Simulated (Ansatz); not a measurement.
# CoO: stiffness from a series of strains

```yaml
crystal:
  lattice:
    - [0.00000, 2.13150, 2.13150]
    - [2.13150, 0.00000, 2.13150]
    - [2.13150, 2.13150, 0.00000]
  atoms:
    - { symbol: Co, position: [0.00000, 0.00000, 0.00000] }
    - { symbol: O, position: [0.50000, 0.50000, 0.50000] }
```

Atom numbers follow the list: Co1, O2.

The geometry is COD entry 1533087, unchecked; take it as a test cell.

Semilocal functionals without U often leave such compounds metallic or with too small a gap, and the real magnetic order may differ.

Other magnetic orders may lie lower; this is the state that the run reached.

Theory: DFT, PBEsol, all-electron LAPW, scalar-relativistic (Ansatz 0.2.0).

Sampling and basis: a Γ-centred 16×16×16 k mesh, Fermi–Dirac smearing of 0.05 eV, basis error target 0.5 meV/atom, spin-polarised from start moments Co1 2 μB.

The strain is applied along the Cartesian axes of the cell as listed (the other components stay zero). Fractional coordinates are held (clamped ions).

σ is the change of stress from the unstrained cell, which is at -10.76 GPa; tension is positive, so slopes are stress–strain coefficients at that pressure. In a metal the k mesh adds noise.

Only quantities that a quadratic follows smoothly over the whole series are listed; rougher ones are left out.

| εxx = εyy | σzz (GPa) | σxx (GPa) |
| --- | --- | --- |
| -0.0200 | -6.05 | -6.46 |
| -0.0100 | -2.98 | -3.19 |
| 0.0000 | 0.00 | 0.00 |
| 0.0200 | 5.62 | 5.64 |
| 0.0300 | 8.30 | 7.87 |

Task: Fit the series and read off the stiffness at zero strain.

Result: Least-squares fits y = p0 + p1 x + p2 x² to the rows give σzz (GPa): p1 = 292, p2 = -510; σxx (GPa): p1 = 301, p2 = -1300. So 2 C12 = 292 GPa and C11 + C12 = 301 GPa.

Task: One run, at εxx = εyy = 0.0100, is withheld. Predict its row.

Result: The fits give 2.86, 2.91; the run gave 2.86, 3.00.
